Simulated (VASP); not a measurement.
Here is a VASP 6.6.1 calculation.

The input POSCAR:

```
C
1.0
    1.2280479700     -2.1270618200      0.0000000000
    1.2280479700      2.1270618200      0.0000000000
    0.0000000000      0.0000000000      7.1732677600
C
4
Direct
    0.9166205400      0.0833794600      0.7531376000
    0.4166205400      0.5833794600      0.2468624000
    0.0833794600      0.9166205400      0.2468624000
    0.5833794600      0.4166205400      0.7531376000
```

Contents of INCAR.step1:

```
PREC = Accurate
ENCUT = 500
EDIFF = 1E-8
ISMEAR = 0
SIGMA = 0.01
LREAL = False
LASPH = True
NELM = 60
ALGO = Normal
LWAVE = True
LCHARG = False
KPAR = 4
```

The input INCAR.step2:

```
PREC = Accurate
ENCUT = 500
EDIFF = 1E-8
ISMEAR = 0
SIGMA = 0.01
LREAL = False
LASPH = True
NELM = 1
ALGO = Exact
LWAVE = True
LCHARG = False
NBANDS = 248
LOPTICS = True
ISTART = 1
KPAR = 4
```

INCAR.step3

```
PREC = Accurate
ENCUT = 500
EDIFF = 1E-8
ISMEAR = 0
SIGMA = 0.01
LREAL = False
LASPH = True
ALGO = EVGW0
LWAVE = False
LCHARG = False
NELMGW = 1
NBANDS = 248
ENCUTGW = 200
NOMEGA = 50
PRECFOCK = Fast
ISTART = 1
NBANDSGW = 16
KPAR = 4
```

File KPOINTS:

```
regular mesh
0
Gamma
  6 6 2
```

Potentials or basis: VASP PAW LDA potentials, release 64 (C_GW).

The run is started by

```bash
$ cat potpaw_LDA.64/C_GW/POTCAR > POTCAR
$ cp INCAR.step1 INCAR
$ mpirun -np 4 vasp_std > vasp.out
$ cp INCAR.step2 INCAR
$ mpirun -np 4 vasp_std > vasp.out
$ cp INCAR.step3 INCAR
$ mpirun -np 4 vasp_std > vasp.out
```

**Question.** What does it give for the quasiparticle gap?

**Answer.** 0.10 eV.

**Question.** Predict the least direct quasiparticle gap.

**Answer.** 0.10 eV.

**Question.** What does it give for the band gap on the k mesh, mean-field level?

**Answer.** 0.02 eV.

Caveat: the k mesh is coarse (spacing up to 0.49 Å⁻¹), so the values aren't converged; bands, screening cutoff and mesh are small and nothing is extrapolated, so the quasiparticle values aren't converged. A k mesh can miss the band edges.
